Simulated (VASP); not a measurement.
# Ca (P4_12_12) in VASP: notebook

One crystal, Ca, is run at these levels: r2SCAN; tasks: single point.

All numbers are computed with VASP 6.6.1; they aren't measurements. Logs are shortened: lines on timing, memory, paths and dates and some standing lists are left out, and cuts for length are marked.

## (1) Starting point

The structure is tetragonal, space group P4_12_12 (No. 92). The conventional cell has a = 4.561 Å, b = 4.561 Å, c = 16.031 Å, α = 90.00°, β = 90.00°, γ = 90.00°. Around Ca (site symmetry 1) lie 10 Ca at 3.74 to 4.01 Å.

This isn't the form of Ca at room conditions, which is fcc.

## (2) Single point, r2SCAN

Contents of POSCAR:

```
Ca
1.0
    4.5613780000      0.0000000000      0.0000000000
    0.0000000000      4.5613780000      0.0000000000
    0.0000000000      0.0000000000     16.0313520000
Ca
8
Direct
    0.0071300000      0.4833930000      0.6875870000
    0.9928700000      0.5166070000      0.1875870000
    0.9833930000      0.4928700000      0.4375870000
    0.0166070000      0.5071300000      0.9375870000
    0.5166070000      0.9928700000      0.8124130000
    0.4833930000      0.0071300000      0.3124130000
    0.4928700000      0.9833930000      0.5624130000
    0.5071300000      0.0166070000      0.0624130000
```

Contents of INCAR.step1:

```
ALGO = Normal ; EDIFF = 1E-4
ENCUT = 520 ; GGA = PE
ISMEAR = 0 ; LASPH = True
LCHARG = False ; LREAL = False
LWAVE = True ; NBANDS = 50
NELM = 100 ; PREC = Accurate
SIGMA = 0.1
```

Contents of INCAR.step2:

```
ALGO = Normal ; EDIFF = 1E-6
ENCUT = 520 ; ISIF = 2
ISMEAR = 0 ; ISTART = 1
LASPH = True ; LCHARG = False
LMIXTAU = True ; LREAL = False
LWAVE = False ; METAGGA = R2SCAN
NBANDS = 50 ; NELM = 100
PREC = Accurate ; SIGMA = 0.1
```

Contents of KPOINTS:

```
k-points
0
Gamma
  4 4 1
```

Potentials or basis: VASP PAW PBE potentials, release 64 (Ca_sv).

On the command line:

```console
$ cat potpaw_PBE.64/Ca_sv/POTCAR > POTCAR
$ cp INCAR.step1 INCAR
$ mpirun -np 1 vasp_std > vasp.out
$ cp INCAR.step2 INCAR
$ mpirun -np 1 vasp_std > vasp.out
```

OUTCAR:

```text
EDIFF = 1E-6
   ENCUT = 520
   ISIF = 2
   ISMEAR = 0
   ISTART = 1
   LASPH = True
   LREAL = False
   METAGGA = R2SCAN
   NELM = 100
   PREC = Accurate

 ion  position               nearest neighbor table
   1  0.007  0.483  0.688-
   2  0.993  0.517  0.188-
   3  0.983  0.493  0.438-
   4  0.017  0.507  0.938-
   5  0.517  0.993  0.812-
   6  0.483  0.007  0.312-
   7  0.493  0.983  0.562-
   8  0.507  0.017  0.062-

  LATTYP: Found a simple tetragonal cell.
 ALAT       =     4.5613780000
 C/A-ratio  =     3.5145852854

  Lattice vectors:

 A1 = (   4.5613780000,   0.0000000000,   0.0000000000)
 A2 = (   0.0000000000,   4.5613780000,   0.0000000000)
 A3 = (   0.0000000000,   0.0000000000,  16.0313520000)

Analysis of symmetry for initial positions (statically):
=====================================================================
 Subroutine PRICEL returns:
 Original cell was already a primitive cell.

 Routine SETGRP: Setting up the symmetry group for a
 simple tetragonal supercell.

 Subroutine GETGRP returns: Found  8 space group operations
 (whereof  2 operations were pure point group operations)
 out of a pool of 16 trial point group operations.

The static configuration has the point symmetry C_2 .
 The point group associated with its full space group is D_4 .

Analysis of symmetry for dynamics (positions and initial velocities):
=====================================================================
 Subroutine PRICEL returns:
 Original cell was already a primitive cell.

 Routine SETGRP: Setting up the symmetry group for a
 simple tetragonal supercell.

 Subroutine GETGRP returns: Found  8 space group operations
 (whereof  2 operations were pure point group operations)
 out of a pool of 16 trial point group operations.

The dynamic configuration has the point symmetry C_2 .
 The point group associated with its full space group is D_4 .

 Subroutine INISYM returns: Found  8 space group operations
 (whereof  2 operations are pure point group operations),
 and found     1 'primitive' translations

----------------------------------------------------------------------------------------

                                     Primitive cell

  volume of cell :     333.5510

  direct lattice vectors                    reciprocal lattice vectors
     4.561378000  0.000000000  0.000000000     0.219231995  0.000000000  0.000000000
     0.000000000  4.561378000  0.000000000     0.000000000  0.219231995  0.000000000
     0.000000000  0.000000000 16.031352000     0.000000000  0.000000000  0.062377771

  length of vectors
     4.561378000  4.561378000 16.031352000     0.219231995  0.219231995  0.062377771

  position of ions in fractional coordinates (direct lattice)
     0.007130000  0.483393000  0.687587000
     0.992870000  0.516607000  0.187587000
     0.983393000  0.492870000  0.437587000
     0.016607000  0.507130000  0.937587000
     0.516607000  0.992870000  0.812413000
     0.483393000  0.007130000  0.312413000
     0.492870000  0.983393000  0.562413000
     0.507130000  0.016607000  0.062413000

  ion indices of the primitive-cell ions
   primitive index   ion index
                 1           1
                 2           2
                 3           3
                 4           4
                 5           5
                 6           6
                 7           7
                 8           8

----------------------------------------------------------------------------------------

 KPOINTS: k-points

Automatic generation of k-mesh.
 Grid dimensions read from file:
 generate k-points for:    4    4    1

 Generating k-lattice:

  Cartesian coordinates                     Fractional coordinates (reciprocal lattice)
     0.054807999  0.000000000  0.000000000     0.250000000  0.000000000  0.000000000
     0.000000000  0.054807999  0.000000000     0.000000000  0.250000000  0.000000000
     0.000000000  0.000000000  0.062377771     0.000000000  0.000000000  1.000000000

  Length of vectors
     0.054807999  0.054807999  0.062377771

  Shift w.r.t. Gamma in fractional coordinates (k-lattice)
     0.000000000  0.000000000  0.000000000

 Subroutine IBZKPT returns following result:
 ===========================================

 Found      6 irreducible k-points:

 Following reciprocal coordinates:
            Coordinates               Weight
  0.000000  0.000000  0.000000      1.000000
  0.250000  0.000000  0.000000      4.000000
  0.500000  0.000000  0.000000      2.000000
  0.250000  0.250000  0.000000      4.000000
  0.500000  0.250000  0.000000      4.000000
  0.500000  0.500000  0.000000      1.000000
   k-points           NKPTS =      6   k-points in BZ     NKDIM =      6   number of bands    NBANDS=     50
   number of dos      NEDOS =    301   number of ions     NIONS =      8
   total plane-waves  NPLWV = 155520
   dimension x,y,z NGX =    36 NGY =   36 NGZ =  120
   dimension x,y,z NGXF=    72 NGYF=   72 NGZF=  240
   ions per type =               8
   NGX,Y,Z   is equivalent  to a cutoff of  13.12, 13.12, 12.44 a.u.
   NGXF,Y,Z  is equivalent  to a cutoff of  26.24, 26.24, 24.89 a.u.
 SYSTEM =  unknown system
   PREC   = accura    normal or accurate (medium, high low for compatibility)
   ISTART =      1    job   : 0-new  1-cont  2-samecut
   ICHARG =      0    charge: 1-file 2-atom 10-const
   ISPIN  =      1    spin polarized calculation?
   LNONCOLLINEAR =      F non collinear calculations
   LSORBIT =      F    spin-orbit coupling
   LASPH  =      T    aspherical Exc in radial PAW
   ENCUT  =  520.0 eV  38.22 Ry    6.18 a.u.   8.48  8.48 29.81*2*pi/ulx,y,z
   NELM   =    100;   NELMIN=  2; NELMDL=  0     # of ELM steps
   EDIFF  = 0.1E-05   stopping-criterion for ELM
   LREAL  =      F    real-space projection
   EDIFFG = 0.1E-04   stopping-criterion for IOM
   NSW    =      0    number of steps for IOM
   IBRION =     -1    ionic relax: 0-MD 1-quasi-New 2-CG
   NFREE  =      0    steps in history (QN), initial steepest desc. (CG)
   ISIF   =      2    stress and relaxation
   ISYM   =      2    0-nonsym 1-usesym 2-fastsym
   POTIM  = 0.5000    time-step for ionic-motion
   TEBEG  =    0.0;   TEEND  =   0.0 temperature during run
   PSTRESS=    0.0 pullay stress
   NELECT =      80.0000    total number of electrons
   NUPDOWN=      -1.0000    fix difference up-down
   EMIN   =  10.00;   EMAX   =-10.00  energy-range for DOS
   EFERMI =   0.00;   METHOD = LEGACY
   ISMEAR =     0;   SIGMA  =   0.10  broadening in eV -4-tet -1-fermi 0-gaus
   EFERMI_NEDOS =   21; number of points for ismear=-14 and -15
   IALGO  =     38    algorithm
   IMIX   =      4    mixing-type and parameters
     AMIX     =   0.40;   BMIX     =  1.00
     AMIX_MAG =   1.60;   BMIX_MAG =  1.00
  volume/ion in A,a.u.               =      41.69       281.36
  Fermi-wavevector in a.u.,A,eV,Ry     =   1.017148  1.922131 14.076447  1.034590
  Thomas-Fermi vector in A             =   2.150532
   LORBIT       =      0    0 simple, 1 ext, 2 COOP (PROOUT), +10 PAW based schemes
   METAGGA = R2SCAN    functional components
   LHFCALC =     F    Hartree Fock is set to
   AEXX    =    0.0000 exact exchange contribution
   IVDW    =     0    specifies the selected vdW correction
   LEPSILON=     F    determine dielectric tensor
   LRPA    =     F    only Hartree local field effects (RPA)
 non-spin polarized calculation
 Gauss-broadening in eV      SIGMA  =   0.10
  energy-cutoff  :      520.00
  volume of cell :      333.55
 maximum number of plane-waves:      9012
 NGX is ok and might be reduce to    36
   NGX = 17   NGY = 17   NGZ = 59

 number of electron      79.9999992 magnetization

 Free energy of the ion-electron system (eV)
  ---------------------------------------------------
  ext. energy  EPLUGINS =         0.00000000
  ---------------------------------------------------
  free energy    TOTEN  =       -55.99957651 eV

  energy without entropy =      -55.95082511  energy(sigma->0) =      -55.97520081

 E-fermi :   2.0619     XC(G=0):  -8.2523

 val. band max:        1.9508914817   @ k =   0.2500   0.0000   0.0000
 cond. band min:       2.0641077570   @ k =   0.0000   0.0000   0.0000
 fundamental gap:      0.1132162754
 Fermi energy:         2.0619250387

 k-point     1 :       0.0000    0.0000    0.0000
  band No.  band energies     occupation
      1     -41.6804      2.00000
      2     -41.6745      2.00000
      3     -41.6745      2.00000
      4     -41.6629      2.00000
      5     -41.6627      2.00000
      6     -41.6546      2.00000
[... 42 lines left out ...]
     49       4.2519      0.00000
     50       4.3654      0.00000

 k-point     2 :       0.2500    0.0000    0.0000
  band No.  band energies     occupation
      1     -41.6760      2.00000
      2     -41.6714      2.00000
      3     -41.6713      2.00000
      4     -41.6626      2.00000
      5     -41.6625      2.00000
      6     -41.6573      2.00000
[... 42 lines left out ...]
     49       4.0120      0.00000
     50       4.0300      0.00000

 k-point     3 :       0.5000    0.0000    0.0000
  band No.  band energies     occupation
      1     -41.6659      2.00000
      2     -41.6659      2.00000
      3     -41.6645      2.00000
      4     -41.6645      2.00000
      5     -41.6640      2.00000
      6     -41.6640      2.00000
[... 42 lines left out ...]
     49       3.6380      0.00000
     50       3.6381      0.00000

 k-point     4 :       0.2500    0.2500    0.0000
  band No.  band energies     occupation
      1     -41.6728      2.00000
      2     -41.6690      2.00000
      3     -41.6690      2.00000
      4     -41.6623      2.00000
      5     -41.6623      2.00000
      6     -41.6592      2.00000
[... 42 lines left out ...]
     49       3.2937      0.00000
     50       3.4969      0.00000

 k-point     5 :       0.5000    0.2500    0.0000
  band No.  band energies     occupation
      1     -41.6656      2.00000
      2     -41.6656      2.00000
      3     -41.6640      2.00000
      4     -41.6640      2.00000
      5     -41.6637      2.00000
      6     -41.6637      2.00000
[... 42 lines left out ...]
     49       3.1270      0.00000
     50       3.1270      0.00000

 k-point     6 :       0.5000    0.5000    0.0000
  band No.  band energies     occupation
      1     -41.6652      2.00000
      2     -41.6652      2.00000
      3     -41.6635      2.00000
      4     -41.6635      2.00000
      5     -41.6634      2.00000
      6     -41.6634      2.00000
[... 42 lines left out ...]
     49       2.6455      0.00000
     50       2.6455      0.00000

------------------------ aborting loop because EDIFF is reached ----------------------------------------

  FORCE on cell =-STRESS in cart. coord.  units (eV):
  Direction    XX          YY          ZZ          XY          YZ          ZX
  --------------------------------------------------------------------------------------
  -------------------------------------------------------------------------------------
  Total        1.1636424      1.1636424      0.5652608     -0.0000000     -0.0000000      0.0000000
  in kB        5.5894342      5.5894342      2.7151711     -0.0000000     -0.0000000      0.0000000
  external PRESSURE =       4.6313465 kB  Pullay stress =       0.0000000 kB

 VOLUME and BASIS-vectors are now :
 -----------------------------------------------------------------------------
  energy-cutoff  :      520.00
  volume of cell :      333.55
      direct lattice vectors                 reciprocal lattice vectors
     4.561378000  0.000000000  0.000000000     0.219231995  0.000000000  0.000000000
     0.000000000  4.561378000  0.000000000     0.000000000  0.219231995  0.000000000
     0.000000000  0.000000000 16.031352000     0.000000000  0.000000000  0.062377771

 POSITION                                       TOTAL-FORCE (eV/Angst)
 -----------------------------------------------------------------------------------
      0.03252      2.20494     11.02295        -0.021256      0.041590     -0.004547
      4.52886      2.35644      3.00727         0.021256     -0.041590     -0.004547
      4.48563      2.24817      7.01511         0.041590      0.021256     -0.004547
      0.07575      2.31321     15.03079        -0.041590     -0.021256     -0.004547
      2.35644      4.52886     13.02408        -0.041590      0.021256      0.004547
      2.20494      0.03252      5.00840         0.041590     -0.021256      0.004547
      2.24817      4.48563      9.01624         0.021256      0.041590      0.004547
      2.31321      0.07575      1.00056        -0.021256     -0.041590      0.004547
 -----------------------------------------------------------------------------------
    total drift:                                0.000000     -0.000000      0.000000

  FREE ENERGIE OF THE ION-ELECTRON SYSTEM (eV)
  ---------------------------------------------------
  free  energy   TOTEN  =       -55.9995765070 eV

  energy  without entropy=      -55.9508251102  energy(sigma->0) =      -55.97520081
```

It took 8.5 min on 1 thread of Intel Xeon Platinum 8259CL at 2.50GHz (Skylake/Cascade Lake), shared host; peak memory 0.43 GiB.

Results:

```yaml
Free_energy: -55.9996 eV
Pressure: 0.5 GPa
Largest_force: 0.047 eV/Å
Band_gap_on_the_k_mesh: none (metal or under the smearing width)
```

Forces on the atoms (eV/Å):
```
Ca  -0.021  0.042 -0.005
Ca   0.021 -0.042 -0.005
Ca   0.042  0.021 -0.005
Ca  -0.042 -0.021 -0.005
Ca  -0.042  0.021  0.005
Ca   0.042 -0.021  0.005
Ca   0.021  0.042  0.005
Ca  -0.021 -0.042  0.005
```

Caveat: the k mesh is coarse (spacing up to 0.39 Å⁻¹), so the values aren't converged; the PAW data sets were made with another functional, which shifts forces and pressure a little.

(Part 1 of 2 ends here.)
